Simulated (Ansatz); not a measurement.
Relaxed bulk C:

```
C
1.0
     1.22946    0.70983    3.59810
    -1.22946    0.70983    3.59810
     0.00000   -1.41965    3.59810
C
2
Cartesian
  0.0000 0.0000 1.7988
  0.0000 0.0000 8.9955
```

Miller indices refer to the conventional cell of R-3m (No. 166), a = 2.459 Å, b = 2.459 Å, c = 10.794 Å, α = 90.00°, β = 90.00°, γ = 120.00°. The bulk's gap is 0.00 eV.

The (021) slab of 22 planes, 11.3 Å thick with 15 Å of vacuum as cut; outer planes C (top) and C (bottom).

Level of theory: DFT PBEsol, scalar-relativistic, plane waves, PAW (Ansatz 0.2.0). Plane waves to 420 eV, a k mesh through Γ of 14×5×1 on the computed 22-atom cell and Gaussian smearing (0.05 eV); no spin polarisation. A dipole correction removes the field between periodic images along c.

Results for the unrelaxed slab:

```json
{
 "Surface energy (mean of both faces)": "6.35 J/m²",
 "Gap of the slab on the mesh": "none (metal or semimetal)",
 "Work function": "6.65 eV"
}
```

The smearing is narrow for a metal on this mesh.